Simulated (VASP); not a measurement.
Crystal: PbS.

```xyz
2
Lattice="3.6537 0.0000 0.0000 0.0000 3.6537 0.0000 0.0000 0.0000 3.6537" Properties=species:S:1:pos:R:3 pbc="T T T"
Pb    0.0000    0.0000    0.0000
S     1.8268    1.8268    1.8268
```

Measurements of this composition are mostly on another form, of space group No. 225.

| Property | Result |
| --- | --- |
| Program | VASP 6.6.1 |
| Task | relaxation of cell and atoms |
| Functional | SCAN0 |
| Potentials or basis | VASP PAW PBE potentials, release 64 (Pb_d, S) |
| Cutoff | 600 eV |
| k mesh | 4 × 4 × 4 |
| Occupations | gaussian, width 0.05 eV |
| Spin | no spin polarisation |

At the start: pressure -3.3 GPa; volume 24.39 Å³/atom.

Task: How do energy, volume and symmetry change on relaxing?

Result: Over 3 steps the energy falls by 13.7 meV/atom and the volume is 23.13 Å³/atom (-5.2 %); space group Pm-3m (No. 221, to 0.05 Å).

Step by step:
| step | energy change (eV) | largest force (eV/Å) | pressure (GPa) | volume (Å³) |
| --- | --- | --- | --- | --- |
| 1 | 0.0000 | 0.0000 | -3.30 | 48.77 |
| 2 | -0.0230 | 0.0000 | 1.57 | 45.32 |
| 3 | -0.0274 | 0.0000 | 0.05 | 46.25 |

Final structure:
```xyz
2
Lattice="3.5896 0.0000 0.0000 0.0000 3.5896 0.0000 0.0000 0.0000 3.5896" Properties=species:S:1:pos:R:3 pbc="T T T"
Pb    0.0000    0.0000    0.0000
S     1.7948    1.7948    1.7948
```

Caveat: the k mesh is coarse (spacing up to 0.43 Å⁻¹), so the values aren't converged, least of all with exact exchange; the PAW data sets were made with another functional, which shifts forces and pressure a little.
